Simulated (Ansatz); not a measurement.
**AlN: relaxation step by step**

The cell of AlN is invented: 4-connected net, two elements alternating (Imm2, No. 44). Its size is a rough estimate.

```
Al N
1.0
    -1.30893    1.40584    4.95289
     1.30893   -1.40584    4.95289
     1.30893    1.40584   -4.95289
Al N
2 2
Direct
  0.43866 0.43866 0.00000
  0.18825 0.18825 0.00000
  0.06134 0.56134 0.50000
  0.31175 0.81175 0.50000
```

Theory: Ansatz 0.2.0, DFT PBE, scalar-relativistic, plane waves, PAW. Cutoff 420 eV, Gaussian smearing, Γ-centred meshes. Cell and atoms relax first on a coarse mesh and then on a converged one. In between, the cell is made exact in the group found at 0.06 Å. The steps can't lower the symmetry of their start. No spin polarisation in the relaxation; trial moments died out in a coarse test.

Steps on the 8×8×8 mesh (4 atoms, 8 steps). The free energy counts from the last step; the plane-wave basis is renewed at times, which shifts energy and pressure.

```
step  ΔF (meV/atom)  V (Å³/atom)  P (GPa)  largest force component (eV/Å)
   1          334.1         9.11    46.45                           2.216
   2          138.8         9.79    26.58                           1.392
   3           31.9        10.66     6.38                           0.393
   4           22.1        11.00     0.70                           0.149
   5           21.8        11.05     0.08                           0.029
   6            1.8        11.05     2.25                           0.031
   7            0.5        11.21     0.29                           0.033
   8            0.0        11.21     0.30                           0.033
```

The relaxed structure, after a last relaxation on the converged mesh:

```
Al N
1.0
    -1.40884    1.60324    4.97538
     1.40884   -1.60324    4.97538
     1.40884    1.60324   -4.97538
Al N
2 2
Direct
  0.44437 0.44437 0.00000
  0.18439 0.18439 0.00000
  0.05239 0.55239 0.50000
  0.31885 0.81885 0.50000
```

The symmetry stays Imm2 (No. 44). The volume per atom grows by 23.3 %, from 9.1 to 11.2 Å³. The shortest distance goes from 1.79 Å (Al–N) to 1.88 Å (Al–N). The energy falls by about 0.33 eV/atom (the start's value is from the coarse mesh). Around Al on its first site lie 4 N at 1.88–1.93 Å; around Al on its second site lie 4 N at 1.93–1.94 Å; around N on its first site lie 4 Al at 1.93 Å; 1 more site not described.

```json
{"Volume per atom": "11.24 Å³", "Density": "3.03 g/cm³", "Energy over the elements": "−0.816 eV/atom", "Gap on the 16×16×16 mesh of the 4-atom cell": "0.38 eV"}
```

The zero of energy is the elements' standard structures at the same level (N₂ as a molecule); no fitted shifts are applied.

The last run used Gaussian smearing of 0.02 eV. Kohn–Sham gaps at this level usually fall short of measured ones. Small gaps are read on the mesh alone, and bands can cross between its points. A later test with randomly moved atoms led to a structure 531 meV/atom lower, so this end is a saddle point or a shallow minimum. In all, the 3 runs took 7.6 min on 1 thread of Intel(R) Xeon(R) Processor @ 2.50GHz (Skylake/Cascade Lake) (shared host).
